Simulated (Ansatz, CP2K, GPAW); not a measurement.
## One calculation of SiC, 4 ways

```xyz
2
Lattice="3.0816 0.0000 0.0000 1.5408 2.6687 0.0000 1.5408 0.8896 2.5161" Properties=species:S:1:pos:R:3 pbc="T T T"
Si    0.0000    0.0000    0.0000
C     4.6224    2.6687    1.8871
```

Alike in all runs: task single point; functional PBEsol; k mesh 10 × 10 × 10; occupations gaussian, width 0.1 eV; no spin polarisation; no spin-orbit coupling. Pressure is positive in compression and, in plane waves, holds the error of the finite cutoff, which Ansatz's Pulay term estimates and takes out.

```tsv
program and potentials	plane-wave cutoff (eV)	notes	band gap (eV)	pressure (GPa)
Ansatz, Ansatz PAW	420	potentials made for PBE, which Ansatz adapts in part	?	?
Ansatz, all-electron LAPW, scalar-relativistic	-	-	1.24	-0.23
CP2K, POTENTIAL_UZH Si GTH-PBE-q4, C GTH-PBE-q4; TZVP-MOLOPT-PBE-GTH basis	-	atomic basis; potentials made for PBE	1.41	1.73
GPAW, PAW data sets generated for this functional	800	-	1.24	0.99
```

**Question.** Estimate from the other rows what the run with Ansatz, Ansatz PAW gave.

**Answer.** Band gap 1.24 eV; pressure -0.18 GPa. Its pressure holds a Pulay term of +0.30 GPa. The other rows, which needn't bracket it: band gap 1.24 to 1.41; pressure -0.23 to 1.73.
